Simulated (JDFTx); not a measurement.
A run of JDFTx 1.7.0 (patched build) is set up as follows.

Contents of GaSb.in:

```
lattice \
    0.0000000000     5.7806722152     5.7806722152 \
    5.7806722152     0.0000000000     5.7806722152 \
    5.7806722152     5.7806722152     0.0000000000
coords-type Lattice
ion Sb     0.7494990000     0.7416860000     0.7524200000 1
ion Ga    -0.0028690000     0.0099860000     0.0012180000 1

ion-species pseudo/Sb.upf
ion-species pseudo/Ga.upf
elec-cutoff 40
elec-ex-corr gga-PBE
kpoint-folding 8 8 8
elec-smearing Fermi 0.0018374661
elec-n-bands 21
electronic-SCF nIterations 100 energyDiffThreshold 1e-08
electronic-minimize nIterations 30 energyDiffThreshold 1e-7
converge-empty-states yes
forces-output-coords Cartesian

dump-name run.$VAR
dump End Ecomponents EigStats BandEigs Kpoints Forces Stress ElecDensity Dtot KEdensity
```

Potentials or basis: PseudoDojo-SR-PBE-0.5-standard.

Run with:

```bash
$ jdftx -c 1 -i GaSb.in -o GaSb.out
```

Question: What does it give for the pressure?

Answer: 2.5 GPa.

Question: What does it give for the Loewdin charges?

Answer: Sb +0.28; Ga -0.24 e.

Question: Predict the largest force.

Answer: 0.615 eV/Å.

Stress tensor (GPa, compression positive):
```
 2.43 -1.08  0.37
-1.08  2.50 -1.16
 0.37 -1.16  2.44
```

Caveat: forces may be off by hundredths of an eV/Å.
